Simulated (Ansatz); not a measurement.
Input of an Ansatz 0.2.0 run:

input.yaml

```yaml
crystal:
  lattice:
    - [0.0, 2.3885, 2.3885]
    - [2.3885, 0.0, 2.3885]
    - [2.3885, 2.3885, 0.0]
  atoms:
    - { symbol: As, position: [0.75, 0.75, 0.75] }
    - { symbol: B, position: [0.0, 0.0, 0.0] }
kpoints:
  mp_grid: { grid: [10, 10, 10] }
scf:
  occupations: { method: gaussian, width: 0.019 }
hamiltonian:
  xc: pbe
  pseudopotentials: { kind: all_electron, lapw: { basis_error: 0.001 } }
output:
  forces: true
  stress: true
  eigenvalues: true
```

Potentials or basis: all-electron LAPW, scalar-relativistic.

Run with:

```bash
$ ansatz run input.yaml --threads 1 --pin off --max-ram 3072MiB --backend cpu --events-out ev --progress --plain --runs-dir out
```

(1) What does it give for the pressure?

(2) Predict the band gap on the k mesh.

Answers

(1) 2.7 GPa.

(2) 1.19 eV, indirect (least direct gap 3.28 eV).
